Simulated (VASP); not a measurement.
# Te (R-3m) in VASP: single point with r2SCAN

Aim: the single point of Te with r2SCAN.

All numbers are computed with VASP 6.6.1; they aren't measurements. Logs are shortened: lines on timing, memory, paths and dates and some standing lists are left out, and cuts for length are marked.

## 1. The crystal as given

The structure is trigonal, space group R-3m (No. 166). The conventional cell has a = 8.622 Å, b = 8.622 Å, c = 20.684 Å, α = 90.00°, β = 90.00°, γ = 120.00°. Around Te (site symmetry m) lie 3 Te at 2.90 to 2.95 Å. Te (site symmetry m) has 4 Te at 2.95 to 3.18 Å as nearest neighbours.

The cell was built by a generator and needn't be a form met in nature.

## 2. Single point, r2SCAN

Input file POSCAR:

```
Te
1.0
    4.3107613763      2.4888192410      6.8947751292
   -4.3107613763      2.4888192410      6.8947751292
    0.0000000000     -4.9776384820      6.8947751292
Te
12
Direct
    0.0758256608      0.5579130091      0.0758256608
    0.0758256608      0.0758256608      0.5579130091
    0.5579130091      0.0758256608      0.0758256608
    0.9241743392      0.4420869909      0.9241743392
    0.4420869909      0.9241743392      0.9241743392
    0.9241743392      0.9241743392      0.4420869909
    0.2820314417      0.6510253073      0.2820314417
    0.2820314417      0.2820314417      0.6510253073
    0.6510253073      0.2820314417      0.2820314417
    0.7179685583      0.3489746927      0.7179685583
    0.3489746927      0.7179685583      0.7179685583
    0.7179685583      0.7179685583      0.3489746927
```

Input file INCAR.step1:

```
SYSTEM = Te
  PREC = Accurate
  ENCUT = 520
  ISMEAR = 0
  SIGMA = 0.1
  LREAL = .False.
  LASPH = .True.
  NELM = 100
  NBANDS = 48
  GGA = PE
  ALGO = Normal
  EDIFF = 1E-4
  LWAVE = .True.
  LCHARG = .False.
```

Input file INCAR.step2:

```
SYSTEM = Te
  PREC = Accurate
  ENCUT = 520
  EDIFF = 1E-7
  ISMEAR = 0
  SIGMA = 0.1
  LREAL = .False.
  LASPH = .True.
  NELM = 100
  ALGO = Normal
  ISIF = 2
  LWAVE = .False.
  LCHARG = .True.
  METAGGA = R2SCAN
  LMIXTAU = .True.
  LELF = .True.
  LVHAR = .True.
  NBANDS = 48
  ISTART = 1
```

Input file KPOINTS:

```
regular mesh
0
Gamma
  3 3 3
  0 0 0
```

Potentials or basis: VASP PAW PBE potentials, release 64 (Te).

Run with:

```sh
$ cat potpaw_PBE.64/Te/POTCAR > POTCAR
$ cp INCAR.step1 INCAR
$ mpirun -np 1 vasp_std > vasp.out
$ cp INCAR.step2 INCAR
$ mpirun -np 1 vasp_std > vasp.out
```

OUTCAR:

```text
SYSTEM = Te
   PREC = Accurate
   ENCUT = 520
   EDIFF = 1E-7
   ISMEAR = 0
   LREAL = .False.
   LASPH = .True.
   NELM = 100
   ISIF = 2
   METAGGA = R2SCAN
   ISTART = 1

 ion  position               nearest neighbor table
   1  0.076  0.558  0.076-   4 2.90  11 2.95  12 2.95   7 3.53
   2  0.076  0.076  0.558-   6 2.90  10 2.95  11 2.95   8 3.53
   3  0.558  0.076  0.076-   5 2.90  10 2.95  12 2.95   9 3.53
   4  0.924  0.442  0.924-   1 2.90   9 2.95   8 2.95  10 3.53
   5  0.442  0.924  0.924-   3 2.90   7 2.95   8 2.95  11 3.53
   6  0.924  0.924  0.442-   2 2.90   7 2.95   9 2.95  12 3.53
   7  0.282  0.651  0.282-   5 2.95   6 2.95   8 3.18   9 3.18   1 3.53
   8  0.282  0.282  0.651-   4 2.95   5 2.95   7 3.18   9 3.18   2 3.53
   9  0.651  0.282  0.282-   4 2.95   6 2.95   8 3.18   7 3.18   3 3.53
  10  0.718  0.349  0.718-   3 2.95   2 2.95  12 3.18  11 3.18   4 3.53
  11  0.349  0.718  0.718-   1 2.95   2 2.95  12 3.18  10 3.18   5 3.53
  12  0.718  0.718  0.349-   1 2.95   3 2.95  10 3.18  11 3.18   6 3.53

  LATTYP: Found a trigonal (rhomboedric) cell.
 ALAT       =     8.5038114361
 COS(alpha) =     0.4860620137

  Lattice vectors:

 A1 = (   4.3107613763,   2.4888192410,   6.8947751292)
 A2 = (  -4.3107613763,   2.4888192410,   6.8947751292)
 A3 = (   0.0000000000,  -4.9776384820,   6.8947751292)

Analysis of symmetry for initial positions (statically):
=====================================================================
 Subroutine PRICEL returns:
 Original cell was already a primitive cell.

 Routine SETGRP: Setting up the symmetry group for a
 trigonal (rhombohedral) supercell.

 Subroutine GETGRP returns: Found 12 space group operations
 (whereof 12 operations were pure point group operations)
 out of a pool of 12 trial point group operations.

The static configuration has the point symmetry D_3d.

Analysis of symmetry for dynamics (positions and initial velocities):
=====================================================================
 Subroutine PRICEL returns:
 Original cell was already a primitive cell.

 Routine SETGRP: Setting up the symmetry group for a
 trigonal (rhombohedral) supercell.

 Subroutine GETGRP returns: Found 12 space group operations
 (whereof 12 operations were pure point group operations)
 out of a pool of 12 trial point group operations.

The dynamic configuration has the point symmetry D_3d.

 Subroutine INISYM returns: Found 12 space group operations
 (whereof 12 operations are pure point group operations),
 and found     1 'primitive' translations

----------------------------------------------------------------------------------------

                                     Primitive cell

  volume of cell :     443.8321

  direct lattice vectors                    reciprocal lattice vectors
     4.310761376  2.488819241  6.894775129     0.115988791  0.066966160  0.048345788
    -4.310761376  2.488819241  6.894775129    -0.115988791  0.066966160  0.048345788
     0.000000000 -4.977638482  6.894775129     0.000000000 -0.133932319  0.048345788

  length of vectors
     8.503811436  8.503811436  8.503811436     0.142390945  0.142390945  0.142390945

  position of ions in fractional coordinates (direct lattice)
     0.075825661  0.557913009  0.075825661
     0.075825661  0.075825661  0.557913009
     0.557913009  0.075825661  0.075825661
     0.924174339  0.442086991  0.924174339
     0.442086991  0.924174339  0.924174339
     0.924174339  0.924174339  0.442086991
     0.282031442  0.651025307  0.282031442
     0.282031442  0.282031442  0.651025307
     0.651025307  0.282031442  0.282031442
     0.717968558  0.348974693  0.717968558
     0.348974693  0.717968558  0.717968558
     0.717968558  0.717968558  0.348974693

  ion indices of the primitive-cell ions
   primitive index   ion index
                 1           1
                 2           2
                 3           3
                 4           4
                 5           5
                 6           6
                 7           7
                 8           8
                 9           9
                10          10
                11          11
                12          12

----------------------------------------------------------------------------------------

 KPOINTS: regular mesh

Automatic generation of k-mesh.
 Grid dimensions read from file:
 generate k-points for:    3    3    3

 Generating k-lattice:

  Cartesian coordinates                     Fractional coordinates (reciprocal lattice)
     0.038662930  0.022322053  0.016115263     0.333333333 -0.000000000 -0.000000000
    -0.038662930  0.022322053  0.016115263    -0.000000000  0.333333333 -0.000000000
     0.000000000 -0.044644106  0.016115263    -0.000000000 -0.000000000  0.333333333

  Length of vectors
     0.047463648  0.047463648  0.047463648

  Shift w.r.t. Gamma in fractional coordinates (k-lattice)
     0.000000000  0.000000000  0.000000000

 Subroutine IBZKPT returns following result:
 ===========================================

 Found      6 irreducible k-points:

 Following reciprocal coordinates:
            Coordinates               Weight
  0.000000  0.000000  0.000000      1.000000
  0.333333 -0.000000  0.000000      6.000000
  0.333333  0.333333  0.000000      6.000000
 -0.333333  0.333333  0.000000      6.000000
  0.333333  0.333333  0.333333      2.000000
 -0.333333  0.333333  0.333333      6.000000
   k-points           NKPTS =      6   k-points in BZ     NKDIM =      6   number of bands    NBANDS=     48
   number of dos      NEDOS =    301   number of ions     NIONS =     12
   total plane-waves  NPLWV = 262144
   dimension x,y,z NGX =    64 NGY =   64 NGZ =   64
   dimension x,y,z NGXF=   128 NGYF=  128 NGZF=  128
   ions per type =              12
   NGX,Y,Z   is equivalent  to a cutoff of  12.51, 12.51, 12.51 a.u.
   NGXF,Y,Z  is equivalent  to a cutoff of  25.02, 25.02, 25.02 a.u.
 SYSTEM =  Te
   PREC   = accura    normal or accurate (medium, high low for compatibility)
   ISTART =      1    job   : 0-new  1-cont  2-samecut
   ICHARG =      0    charge: 1-file 2-atom 10-const
   ISPIN  =      1    spin polarized calculation?
   LNONCOLLINEAR =      F non collinear calculations
   LSORBIT =      F    spin-orbit coupling
   LASPH  =      T    aspherical Exc in radial PAW
   ENCUT  =  520.0 eV  38.22 Ry    6.18 a.u.  15.81 15.81 15.81*2*pi/ulx,y,z
   NELM   =    100;   NELMIN=  2; NELMDL=  0     # of ELM steps
   EDIFF  = 0.1E-06   stopping-criterion for ELM
   LREAL  =      F    real-space projection
   EDIFFG = 0.1E-05   stopping-criterion for IOM
   NSW    =      0    number of steps for IOM
   IBRION =     -1    ionic relax: 0-MD 1-quasi-New 2-CG
   NFREE  =      0    steps in history (QN), initial steepest desc. (CG)
   ISIF   =      2    stress and relaxation
   ISYM   =      2    0-nonsym 1-usesym 2-fastsym
   POTIM  = 0.5000    time-step for ionic-motion
   TEBEG  =    0.0;   TEEND  =   0.0 temperature during run
   PSTRESS=    0.0 pullay stress
   NELECT =      72.0000    total number of electrons
   NUPDOWN=      -1.0000    fix difference up-down
   EMIN   =  10.00;   EMAX   =-10.00  energy-range for DOS
   EFERMI =   0.00;   METHOD = LEGACY
   ISMEAR =     0;   SIGMA  =   0.10  broadening in eV -4-tet -1-fermi 0-gaus
   EFERMI_NEDOS =   21; number of points for ismear=-14 and -15
   IALGO  =     38    algorithm
   IMIX   =      4    mixing-type and parameters
     AMIX     =   0.40;   BMIX     =  1.00
     AMIX_MAG =   1.60;   BMIX_MAG =  1.00
  volume/ion in A,a.u.               =      36.99       249.59
  Fermi-wavevector in a.u.,A,eV,Ry     =   0.892852  1.687245 10.846354  0.797185
  Thomas-Fermi vector in A             =   2.014854
   LORBIT       =      0    0 simple, 1 ext, 2 COOP (PROOUT), +10 PAW based schemes
   METAGGA = R2SCAN    functional components
   LHFCALC =     F    Hartree Fock is set to
   AEXX    =    0.0000 exact exchange contribution
   IVDW    =     0    specifies the selected vdW correction
   LEPSILON=     F    determine dielectric tensor
   LRPA    =     F    only Hartree local field effects (RPA)
 non-spin polarized calculation
 Gauss-broadening in eV      SIGMA  =   0.10
  energy-cutoff  :      520.00
  volume of cell :      443.83
 maximum number of plane-waves:     11986
   NGX = 31   NGY = 31   NGZ = 31

 number of electron      71.9999999 magnetization

 Free energy of the ion-electron system (eV)
  ---------------------------------------------------
  ext. energy  EPLUGINS =         0.00000000
  ---------------------------------------------------
  free energy    TOTEN  =      -302.56975841 eV

  energy without entropy =     -302.54016905  energy(sigma->0) =     -302.55496373

 E-fermi :   4.9326     XC(G=0):  -9.0426

 val. band max:        4.7819274307   @ k =   0.3333   0.3333   0.0000
 cond. band min:       4.9895183893   @ k =  -0.3333   0.3333   0.0000
 fundamental gap:      0.2075909586
 Fermi energy:         4.9325700146

 k-point     1 :       0.0000    0.0000    0.0000
  band No.  band energies     occupation
      1      -9.1280      2.00000
      2      -7.9707      2.00000
      3      -7.7697      2.00000
      4      -7.7697      2.00000
      5      -7.1743      2.00000
      6      -7.1743      2.00000
[... 40 lines left out ...]
     47       7.6173      0.00000
     48       8.7703      0.00000

 k-point     2 :       0.3333   -0.0000    0.0000
  band No.  band energies     occupation
      1      -8.8833      2.00000
      2      -8.2525      2.00000
      3      -7.8116      2.00000
      4      -7.7906      2.00000
      5      -7.3497      2.00000
      6      -7.2024      2.00000
[... 40 lines left out ...]
     47       7.5651      0.00000
     48       8.0451      0.00000

 k-point     3 :       0.3333    0.3333    0.0000
  band No.  band energies     occupation
      1      -8.8119      2.00000
      2      -8.0962      2.00000
      3      -8.0451      2.00000
      4      -7.9521      2.00000
      5      -7.4721      2.00000
      6      -7.0131      2.00000
[... 40 lines left out ...]
     47       7.5879      0.00000
     48       8.1490      0.00000

 k-point     4 :      -0.3333    0.3333    0.0000
  band No.  band energies     occupation
      1      -8.5279      2.00000
      2      -8.3258      2.00000
      3      -8.2845      2.00000
      4      -7.8351      2.00000
      5      -7.3134      2.00000
      6      -7.0844      2.00000
[... 40 lines left out ...]
     47       7.7182      0.00000
     48       7.7898      0.00000

 k-point     5 :       0.3333    0.3333    0.3333
  band No.  band energies     occupation
      1      -8.9092      2.00000
      2      -8.2972      2.00000
      3      -7.9765      2.00000
      4      -7.9765      2.00000
      5      -6.7705      2.00000
      6      -6.7705      2.00000
[... 40 lines left out ...]
     47       7.9696      0.00000
     48       8.4721      0.00000

 k-point     6 :      -0.3333    0.3333    0.3333
  band No.  band energies     occupation
      1      -8.5678      2.00000
      2      -8.3795      2.00000
      3      -8.1956      2.00000
      4      -8.0274      2.00000
      5      -7.2679      2.00000
      6      -6.7859      2.00000
[... 40 lines left out ...]
     47       7.6483      0.00000
     48       8.0948      0.00000

------------------------ aborting loop because EDIFF is reached ----------------------------------------

  FORCE on cell =-STRESS in cart. coord.  units (eV):
  Direction    XX          YY          ZZ          XY          YZ          ZX
  --------------------------------------------------------------------------------------
  -------------------------------------------------------------------------------------
  Total        0.4173214      0.4173214     -0.0826545      0.0000000      0.0000000     -0.0000000
  in kB        1.5064770      1.5064770     -0.2983722      0.0000000      0.0000000     -0.0000000
  external PRESSURE =       0.9048606 kB  Pullay stress =       0.0000000 kB

 VOLUME and BASIS-vectors are now :
 -----------------------------------------------------------------------------
  energy-cutoff  :      520.00
  volume of cell :      443.83
      direct lattice vectors                 reciprocal lattice vectors
     4.310761376  2.488819241  6.894775129     0.115988791  0.066966160  0.048345788
    -4.310761376  2.488819241  6.894775129    -0.115988791  0.066966160  0.048345788
     0.000000000 -4.977638482  6.894775129     0.000000000 -0.133932319  0.048345788

 POSITION                                       TOTAL-FORCE (eV/Angst)
 -----------------------------------------------------------------------------------
     -2.07816      1.19983      4.89229         0.025497     -0.014721      0.018844
      0.00000     -2.39966      4.89229        -0.000000      0.029442      0.018844
      2.07816      1.19983      4.89229        -0.025497     -0.014721      0.018844
      2.07816     -1.19983     15.79204        -0.025497      0.014721     -0.018844
     -2.07816     -1.19983     15.79204         0.025497      0.014721     -0.018844
      0.00000      2.39966     15.79204        -0.000000     -0.029442     -0.018844
     -1.59064      0.91836      8.37776        -0.013084      0.007554      0.030469
      0.00000     -1.83672      8.37776        -0.000000     -0.015108      0.030469
      1.59064      0.91836      8.37776         0.013084      0.007554      0.030469
      1.59064     -0.91836     12.30657         0.013084     -0.007554     -0.030469
     -1.59064     -0.91836     12.30657        -0.013084     -0.007554     -0.030469
      0.00000      1.83672     12.30657        -0.000000      0.015108     -0.030469
 -----------------------------------------------------------------------------------
    total drift:                               -0.000000      0.000000      0.000000

  FREE ENERGIE OF THE ION-ELECTRON SYSTEM (eV)
  ---------------------------------------------------
  free  energy   TOTEN  =      -302.5697584096 eV

  energy  without entropy=     -302.5401690495  energy(sigma->0) =     -302.55496373
```

Wall time 6.1 min (1 thread of Intel Xeon 6975P-C (Granite Rapids), shared host); peak memory 0.66 GiB.

What came out:

* Free energy: -302.5698 eV
* Pressure: 0.1 GPa
* Largest force: 0.035 eV/Å
* Band gap on the k mesh: none (metal or under the smearing width)

Forces in eV/Å, atoms in the order of the input:
```
Te   0.025 -0.015  0.019
Te   0.000  0.029  0.019
Te  -0.025 -0.015  0.019
Te  -0.025  0.015 -0.019
Te   0.025  0.015 -0.019
Te   0.000 -0.029 -0.019
Te  -0.013  0.008  0.030
Te   0.000 -0.015  0.030
Te   0.013  0.008  0.030
Te   0.013 -0.008 -0.030
Te  -0.013 -0.008 -0.030
Te   0.000  0.015 -0.030
```

Stress tensor (GPa, compression positive):
```
 0.15  0.00  0.00
 0.00  0.15  0.00
 0.00  0.00 -0.03
```

Levels at points of the mesh, in eV from the Fermi level:
| k point | band 32 | band 33 | band 34 | band 35 | band 36 | band 37 | band 38 | band 39 | band 40 | band 41 |
| --- | --- | --- | --- | --- | --- | --- | --- | --- | --- | --- |
| (0.00, 0.00, 0.00) | -1.54 | -1.16 | -1.16 | -0.87 | -0.87 | -0.74 | -0.24 | -0.24 | 0.86 | 1.47 |

Caveat: the PAW data sets were made with another functional, which shifts forces and pressure a little. The run has no spin-orbit coupling, so splittings on Te are missing.
